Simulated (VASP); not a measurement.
Runs of VASP 6.6.1 on GaN. The structure is hexagonal, space group P6_3mc (No. 186). The conventional cell has a = 3.180 Å, b = 3.180 Å, c = 5.166 Å, α = 90.00°, β = 90.00°, γ = 120.00°. Ga (site symmetry 3m) has 4 N at 1.94 to 1.95 Å as nearest neighbours. Around N (site symmetry 3m) lie 4 Ga at 1.94 to 1.95 Å. 

```tsv
task	level	potentials or basis	spin	cell	k mesh	cutoff (eV)	gap on the mesh (eV)	pressure (GPa)	largest force (eV/Å)
relaxation of cell and atoms	LDA	VASP PAW LDA potentials, release 64 (Ga_d, N)	off	relaxed	10 × 10 × 5	600	(b)	0.1	0.01
band structure	RPBE	VASP PAW PBE potentials, release 64 (Ga_d, N)	off	as given	10 × 10 × 5	520	2.03	11.2	0.14
band structure	PBE	VASP PAW PBE potentials, release 64 (Ga_d, N)	off	as given	10 × 10 × 5	520	(a)	-	-
band structure	LAK	VASP PAW PBE potentials, release 64 (Ga_d, N)	off	as given	10 × 10 × 5	520	2.79	8.3	0.19
band structure	revPBE	VASP PAW PBE potentials, release 64 (Ga_d, N)	off	as given	10 × 10 × 5	520	2.02	10.2	0.14
```

Alike in all rows: smearing fermi-dirac 0.05 eV.

Estimate the missing entries.

(a) 1.97; (b) 2.11.

Caveats: the PAW data sets were made with another functional, which shifts forces and pressure a little (some runs); an odd mesh through Γ misses points on the zone boundary, where band edges often lie (some runs).

A k mesh can miss the band edges, and the runs leave out spin-orbit coupling on Ga.

Not every run made on this cell is shown here.
